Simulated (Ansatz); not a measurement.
A series in volume scale on C

Results calculated with Ansatz 0.2.0, not measured. Free energy against uniform scaling of the volume at fixed shape and fractions; periodic cell, basis, potentials, k mesh and filling as listed.

The cell before it is scaled or strained (space group R-3m, No. 166):
```
C
1.0
      1.2280     0.7090     3.3470
     -1.2280     0.7090     3.3470
      0.0000    -1.4180     3.3470
C
2
Direct
  0.83600 0.83600 0.83600
  0.16400 0.16400 0.16400
```

Settings of every row: functional PBEsol; dispersion none; potentials all-electron LAPW; k mesh 14x14x14; k shift 0x0x0; occupations fermi dirac; smearing width 0.15 eV; spin none.

Limits: a layered crystal: even scaling strains the bonds within the layers, so this curve is stiffer than the crystal under pressure.

| row | volume scale | V (Å³/atom) | energy above lowest point (meV/atom) |
| --- | --- | --- | --- |
| 1 | 0.94 | 8.218 | 34.4 |
| 2 | 0.96 | 8.393 | 15.7 |
| 3 | 0.98 | 8.567 | 4.4 |
| 4 | 1 | 8.742 | 0 |
| 5 | 1.02 | 8.917 | 1.8 |
| 6 | 1.04 | 9.092 | ? |
| 7 | 1.06 | 9.267 | 22 |

Question: what energy above lowest point should row 6 give?

Worked fit of energy above lowest point. Take u = (V_r/V)^(2/3) − 1 with V_r = 8.6545 Å³ an atom, which is twice the finite (Eulerian) strain; such expansions in the strain, on which the Birch-Murnaghan equation of state is built, carry the rest volume and the bulk modulus. The shown rows have u = 0.0351, 0.02066, 0.0068, -0.00668, -0.01972, -0.04456. Least squares give energy above lowest point = 1.39 + 323.6 × u + 17630 × u² meV/atom; a straight line predicts inner rows, each left out in turn, worse (root mean square 11 against 0.087 meV/atom). The rows lie off it by -0.1, 0.1, 0.0, 0.0, -0.1, 0.0. Its lowest point lies at u = -0.0092, or V = 8.775 Å³ an atom, and the curvature there gives the bulk modulus at fixed shape and fractions, B = (4/9)(1 + u)² E″(u)/V = 281 GPa. Letting shape and atoms relax would as a rule lower it, by much in layered, chain or molecular crystals. The withheld row has u = -0.03234, so the fit gives 1.39 + 323.6 × (-0.03234) + 17630 × (-0.03234)² = 9.4 meV/atom.

The calculation gave 9.3 meV/atom. The fit lies 0.1 meV/atom (0.29 % of the column's range) above it, one unit of the last digit.
